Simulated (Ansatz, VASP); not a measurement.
## MgSe: VASP beside Ansatz

```xyz
2
Lattice="0.0000 2.7253 2.7253 2.7253 0.0000 2.7253 2.7253 2.7253 0.0000" Properties=species:S:1:pos:R:3 pbc="T T T"
Mg    0.0000    0.0000    0.0000
Se    2.7253    2.7253    2.7253
```

Alike in both runs: functional PBEsol; k mesh 8 × 8 × 8; occupations gaussian, width 0.02 eV; no spin polarisation.

Ansatz relaxed the structure, and its values are those at the end. VASP's run is a single point on that final structure, the one shown.

```csv
,VASP,Ansatz
version,VASP 6.6.1,Ansatz 0.2.0
potentials or method,"VASP PAW PBE potentials, release 64 (Mg, Se)","scalar-relativistic, plane waves, PAW"
plane-wave cutoff (eV),520,420
valence electrons in the cell,8,26
```

|  | VASP | Ansatz | Ansatz less VASP |
| --- | --- | --- | --- |
| gap on the k mesh at the Fermi level (eV) | 1.76 | 1.77 | +0.013 |
| least direct gap on the mesh (eV) | 2.50 | 2.50 | -0.001 |
| pressure (GPa) | -0.1 | 0.0 | +0.07 |

The two sets of potentials don't hold the same shells in valence.

Caveats: the PAW data sets were made with another functional, which shifts forces and pressure a little (VASP). A k mesh can miss the band edges.
